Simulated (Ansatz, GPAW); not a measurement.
Given: the input of a run of GPAW 26.7.0 (ASE script) on LiCl. 

The input run.py:

```python
from ase import Atoms
from ase.dft.bandgap import bandgap
from ase.io import write
from ase.units import Bohr, GPa
from gpaw import GPAW, PW
from gpaw.elf import elf_from_dft_calculation

atoms = Atoms(['Cl', 'Li'],
              cell=[[0.0, 2.56477, 2.56477],
                    [2.56477, 0.0, 2.56477],
                    [2.56477, 2.56477, 0.0]],
              scaled_positions=[[0.5, 0.5, 0.5],
                                [0.0, 0.0, 0.0]],
              pbc=True)

calc = GPAW(mode=PW(800),
            xc='PBE',
            kpts={'size': (9, 9, 9), 'gamma': True},
            occupations={'name': 'methfessel-paxton', 'order': 0, 'width': 0.019000000000000003},
            nbands=11,
            convergence={'density': 1e-05, 'energy': 1e-05},
            maxiter=150,
            txt='gpaw.txt')
atoms.calc = calc
energy = atoms.get_potential_energy()
forces = atoms.get_forces()
stress = atoms.get_stress()
calc.write('gs.gpw')
write('result.traj', atoms)
print(f'Energy: {energy:.6f} eV')
print('Forces (eV/A):')
print(forces.round(4))
print('Stress (GPa):', (stress / GPa).round(3))
print('Fermi level:', round(calc.get_fermi_level(), 4), 'eV')
print(f'Gap: {bandgap(calc)[0]:.4f} eV, direct: {bandgap(calc, direct=True)[0]:.4f} eV')

# fields on the real-space grid
write('density.cube', atoms, data=calc.get_pseudo_density() * Bohr**3)
write('potential.cube', atoms, data=calc.get_electrostatic_potential())
write('elf.cube', atoms, data=elf_from_dft_calculation(calc).data)
```

Potentials or basis: GPAW PAW data sets (gpaw-data 1.2.1), pw.

Command:

```sh
$ OMP_NUM_THREADS=1 python run.py
```

**Question.** Set up the same calculation for Ansatz 0.2.0. Potentials or basis there: all-electron LAPW, scalar-relativistic.

**Answer.** As run (cutoffs and basis follow the program's own potentials, and thresholds, step limits or extra output files can differ):

Contents of input.yaml:

```yaml
crystal:
  lattice:
    - [0.0, 2.56477, 2.56477]
    - [2.56477, 0.0, 2.56477]
    - [2.56477, 2.56477, 0.0]
  atoms:
    - { symbol: Cl, position: [0.5, 0.5, 0.5] }
    - { symbol: Li, position: [0.0, 0.0, 0.0] }
kpoints:
  mp_grid: { grid: [9, 9, 9] }
scf:
  occupations: { method: gaussian, width: 0.019 }
hamiltonian:
  xc: pbe
  pseudopotentials: { kind: all_electron, lapw: { basis_error: 0.001 } }
output:
  forces: true
  stress: true
  eigenvalues: true
```

Potentials or basis: all-electron LAPW, scalar-relativistic.

Command:

```bash
$ ansatz run input.yaml --threads 1 --pin off --max-ram 3072MiB --backend cpu --events-out ev --progress --plain --runs-dir out
```

Both were run:

|  | GPAW | Ansatz |
| --- | --- | --- |
| Pressure | 0.5 GPa | 0.4 GPa |

Where Ansatz's input types no cutoff or centring, it takes its own default and a Γ-centred mesh.

Pressure is positive in compression.
